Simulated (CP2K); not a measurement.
## WC under changes of volume

One of the cells (10.542 Å³/atom); the others are scaled copies at fixed shape and fractional positions:

```
W C
1.0
     3.10092    0.00000    0.00000
     1.55046    2.68548    0.00000
     1.55046    0.89516    2.53189
W C
1 1
Direct
  0.00000 0.00000 0.00000
  0.50000 0.50000 0.50000
```

Measurements of this composition are mostly on another form, of space group No. 187.

- Program: CP2K 2026.2
- Functional: LDA
- Potentials or basis: GTH_POTENTIALS W GTH-PADE-q14, C GTH-PADE-q4; TZVP-MOLOPT-PBE-GTH basis
- Density cutoff: 6123 eV
- k mesh: 10 × 10 × 10
- Occupations: fermi-dirac, width 0.05 eV
- Spin: no spin polarisation

| volume (Å³/atom) | energy over the lowest point (meV/atom) | pressure (GPa) |
| --- | --- | --- |
| 9.910 | 0.00 | -86.8 |
| 10.120 | 122.74 | -99.2 |
| 10.331 | 260.14 | -109.3 |
| 10.542 | 409.34 | -117.3 |
| 10.753 | 568.06 | -123.2 |
| 10.964 | 733.08 | -127.4 |
| 11.175 | ? | ? |

What does the run at 11.175 Å³/atom give?

Energy over the lowest point 900.54 meV/atom; pressure -130.4 GPa.

Worked out: A Birch-Murnaghan fit of order 3 (a polynomial in V^(-2/3)) to the other rows has no minimum within the range. It gives 903.55 meV/atom at 11.175 Å³/atom, against the run's 900.54, and -dE/dV = -130.9 GPa, against -130.4.

Energies are extrapolated to zero smearing.

Caveats: the basis of atomic orbitals isn't converged, which shifts pressures, moduli and gaps; the real-space grid breaks the cell's symmetry a little (some runs).
